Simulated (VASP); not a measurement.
Runs of VASP 6.6.1 on CsPbCl3. The structure is cubic, space group Pm-3m (No. 221). Conventional cell: a = 5.605 Å, b = 5.605 Å, c = 5.605 Å, α = 90.00°, β = 90.00°, γ = 90.00°. Around Pb (site symmetry m-3m) lie 6 Cl at 2.80 Å. Cs (site symmetry m-3m) is surrounded by 12 Cl at 3.96 Å. Cl (site symmetry 4/mmm) has 2 Pb at 2.80 Å as nearest neighbours. 

```csv
task,level,potentials or basis,cell,k mesh,cutoff (eV),smearing,ladder,grid for exact exchange (PRECFOCK),exchange at q = 0,share of exact exchange,screening parameter,gap on the mesh (eV),pressure (GPa),relaxed volume (Å³/atom)
single point,PBEsol,"VASP PAW PBE potentials, release 64 (Pb_d, Cs_sv, Cl)",as given,5 × 5 × 5,520,fermi-dirac 0.05 eV,free,-,-,-,-,2.86,0.1,-
band structure,HSE03,"VASP PAW PBE potentials, release 64 (Pb_d, Cs_sv, Cl)",as given,4 × 4 × 4,520,gaussian 0.02 eV,gaps,Fast,-,-,-,2.43,1.4,-
relaxation of cell and atoms,PBEsol,"VASP PAW PBE potentials, release 64 (Pb_d, Cs_sv, Cl)",relaxed,4 × 4 × 4,600,gaussian 0.02 eV,gaps,-,-,-,-,1.85,0.0,35.59
relaxation of cell and atoms,PBE,"VASP PAW PBE potentials, release 64 (Pb_d, Cs_sv, Cl)",relaxed,4 × 4 × 4,600,gaussian 0.02 eV,gaps,-,-,-,-,2.22,0.0,(d)
band structure,PBE,"VASP PAW PBE potentials, release 64 (Pb_d, Cs_sv, Cl)",as given,6 × 6 × 6,520,gaussian 0.02 eV,gaps,-,-,-,-,1.94,-,-
band structure,LDA,"VASP PAW LDA potentials, release 64 (Pb_d, Cs_sv, Cl)",as given,6 × 6 × 6,520,gaussian 0.02 eV,gaps,-,-,-,-,1.71,-,-
band structure,r2SCAN-EpsX,"VASP PAW PBE potentials, release 64 (Pb_d, Cs_sv, Cl)",as given,4 × 4 × 4,520,gaussian 0.02 eV,gaps,Fast,truncated,0.2446,-,3.50,0.9,-
band structure,HSE06,"VASP PAW PBE potentials, release 64 (Pb_d, Cs_sv, Cl)",as given,4 × 4 × 4,520,gaussian 0.02 eV,gaps,Fast,-,-,0.2 1/A,(b),1.4,-
relaxation of cell and atoms,PBE+D3(BJ),"VASP PAW PBE potentials, release 64 (Pb_d, Cs_sv, Cl)",relaxed,4 × 4 × 4,600,gaussian 0.02 eV,gaps,-,-,-,-,(a),0.0,36.52
relaxation of cell and atoms,LDA,"VASP PAW LDA potentials, release 64 (Pb_d, Cs_sv, Cl)",relaxed,4 × 4 × 4,600,gaussian 0.02 eV,gaps,-,-,-,-,1.53,-0.1,(c)
band structure,r2SCAN,"VASP PAW PBE potentials, release 64 (Pb_d, Cs_sv, Cl)",as given,6 × 6 × 6,520,gaussian 0.02 eV,gaps,-,-,-,-,2.31,1.0,-
```

Alike in all rows: no spin polarisation.

Problem. Estimate the missing entries.

Solution. (a) 2.09; (b) 2.62; (c) 33.93; (d) 37.83.

Caveats: spin-orbit coupling is left out, which as a rule narrows the gap of such compounds by several tenths of an eV; the PAW data sets were made with another functional, which shifts forces and pressure a little (some runs); an odd mesh through Γ misses points on the zone boundary, where band edges often lie (some runs).

A k mesh can miss the band edges, and the runs leave out spin-orbit coupling on Cs, Pb.

Not every run made on this cell is shown here.
